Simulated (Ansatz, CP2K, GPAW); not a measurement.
One calculation of InP, 3 ways

```xyz
2
Lattice="4.1444 0.0000 0.0000 2.0722 3.5891 0.0000 2.0722 1.1964 3.3838" Properties=species:S:1:pos:R:3 pbc="T T T"
In    0.0000    0.0000    0.0000
P     6.2165    3.5891    2.5379
```

Alike in all runs: task single point; functional PBEsol; k mesh 8 × 8 × 8; occupations gaussian, width 0.05 eV; no spin polarisation; no spin-orbit coupling. Pressure is positive in compression and, in plane waves, holds the error of the finite cutoff, which Ansatz's Pulay term estimates and takes out.

| program and potentials | plane-wave cutoff (eV) | notes | band gap (eV) | pressure (GPa) |
| --- | --- | --- | --- | --- |
| Ansatz, Ansatz PAW | 420 | potentials made for PBE, which Ansatz adapts in part; Pulay term of +0.04 GPa included | 0.62 | 0.60 |
| CP2K, POTENTIAL_UZH In GTH-PBE-q13, P GTH-PBE-q5; TZVP-MOLOPT-PBE-GTH basis | - | atomic basis; potentials made for PBE | 0.59 | 1.59 |
| GPAW, PAW data sets generated for this functional | 600 | - | ? | ? |

Task: Estimate from the other rows what the run with GPAW, PAW data sets generated for this functional gave.

Result: Band gap 0.61 eV; pressure 0.36 GPa. The other rows, which needn't bracket it: band gap 0.59 to 0.62; pressure 0.60 to 1.59.
